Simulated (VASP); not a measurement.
Si: optical spectrum with PBE

The system is Si.

```
Si
1.0
     2.62054    0.00000    0.00000
    -1.31027    2.26946    0.00000
     0.00000    0.00000    2.46635
Si
1
Direct
  0.00000 0.00000 0.00000
```

This isn't the form of Si at room conditions, which is diamond.

```yaml
Program: VASP 6.6.1
Task: optical spectrum
Functional: PBE
Potentials_or_basis: VASP PAW PBE potentials, release 64 (Si)
Cutoff: 520 eV
k_mesh: 12 × 12 × 11
Occupations: gaussian, width 0.02 eV
Spin: no spin polarisation
Further_INCAR_settings: ALGO = Fast; EDIFF = 1e-06; NBANDS = 34
```

```
Pressure               : 3.0 GPa
Band gap on the k mesh : none (metal or under the smearing width)
```

Stress tensor (GPa, compression positive):
```
1.26 0.00 0.00
0.00 1.26 0.00
0.00 0.00 6.51
```

Levels at points of the mesh, in eV from the Fermi level:
```csv
k point,band 1,band 2,band 3,band 4,band 5,band 6,band 7
"(0.00, 0.00, 0.00)",-14.10,7.54,8.05,10.42,10.42,12.32,12.32
"(0.50, 0.00, 0.00)",-7.59,-6.78,5.20,6.56,12.94,15.21,17.05
```

Dielectric function (mean over the directions given):
| energy (eV) | real part | imaginary part |
| --- | --- | --- |
| 0.25 | 23.28 | 0.00 |
| 0.89 | 27.86 | 0.00 |
| 1.52 | 22.17 | 0.00 |
| 2.29 | 12.54 | 32.52 |
| 2.92 | -3.90 | 11.82 |
| 3.56 | -7.94 | 0.01 |
| 4.32 | -8.36 | 4.44 |
| 4.95 | -3.91 | 8.40 |
| 5.59 | -6.71 | 7.11 |
| 6.35 | -6.37 | 0.89 |
| 6.98 | -2.37 | 1.11 |
| 7.62 | -2.71 | 1.11 |
| 8.38 | -2.22 | 1.47 |
| 9.02 | -1.31 | 0.48 |
| 9.65 | -1.42 | 0.59 |
| 10.41 | -0.74 | 0.24 |
| 11.05 | -0.55 | 0.54 |
| 11.68 | -0.63 | 0.20 |
| 12.45 | -0.30 | 0.22 |
| 13.08 | -0.18 | 0.06 |
| 13.72 | -0.10 | 0.13 |
| 14.48 | 0.07 | 0.07 |
| 15.11 | 0.13 | 0.14 |
| 15.75 | 0.14 | 0.06 |
| 16.51 | 0.26 | 0.08 |
| 17.14 | 0.37 | 0.07 |
| 17.78 | 0.38 | 0.04 |
| 18.54 | 0.43 | 0.04 |
| 19.18 | 0.51 | 0.08 |
| 19.94 | 0.50 | 0.02 |

Run time: 16 s on 1 thread of Intel(R) Xeon(R) Platinum 8559C (Emerald Rapids) (shared host), peak memory 0.15 GiB.

Caveat: spectra need much finer meshes, so this one isn't converged; independent-particle spectra lack excitons; the intraband (Drude) part of a metal's response may be missing.
